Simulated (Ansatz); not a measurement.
**Rh (simple hexagonal type): a single-point run**

Wanted: a converged single-point run for Rh (simple hexagonal type), and a check of what comes out.

Method: DFT, PBE, all-electron PAW with datasets made for the crystal, scalar-relativistic, in Ansatz 0.2.0.

### Step 1. Starting point

Symmetry: P6/mmm, No. 191, hexagonal system. The conventional cell has a = 2.498 Å, b = 2.498 Å, c = 2.387 Å, α = 90.00°, β = 90.00°, γ = 120.00°. Around Rh (site symmetry 6/mmm) lie 8 Rh at 2.39 to 2.50 Å.

Coordinates:

```cif
data_structure
_symmetry_space_group_name_H-M 'P 1'
_symmetry_Int_Tables_number 1
_cell_length_a 2.4979
_cell_length_b 2.4979
_cell_length_c 2.3865
_cell_angle_alpha 90.000
_cell_angle_beta 90.000
_cell_angle_gamma 120.000
_cell_volume 12.90
loop_
_atom_site_label
_atom_site_type_symbol
_atom_site_fract_x
_atom_site_fract_y
_atom_site_fract_z
_atom_site_occupancy
Rh1 Rh 0.00000 0.00000 0.00000 1
```

### Step 2. Running it

Contents of input.yaml:

```yaml
crystal:
  lattice:
    - [2.4978530969, 0.0, 0.0]
    - [-1.2489265484, 2.1632042368, 0.0]
    - [0.0, 0.0, 2.3865175863]
  atoms:
    - { symbol: Rh, position: [0.0, 0.0, 0.0] }
kpoints:
  mp_grid: { grid: [17, 17, 15] }
scf:
  occupations: { method: fermi_dirac, width: 0.1 }
  max_iter: 50
hamiltonian:
  xc: pbe
  pseudopotentials: { kind: all_electron, datasets: crystal }
output:
  forces: true
  stress: true
  eigenvalues: true
magnetization:
  spin_polarized: true
  initial_magnetization: 1
```

Command:

```console
> ansatz run input.yaml --threads 1 --pin off --max-ram 2048MiB --backend cpu --events-out ev --progress --plain --runs-dir out
```

What happens when this is run?

This run ends as converged, with warnings (crystal datasets made, seeded moment not kept). It gives a pressure of 56 GPa, which is large; a structure far from rest gives such values too, whatever the setting.

In the input, magnetization.spin_polarized is true; magnetization.initial_magnetization is 1. A typed moment is only a start; here the run ends at the energy of the run without it (within 1 meV an atom), so the result stands.

No remedy is needed.
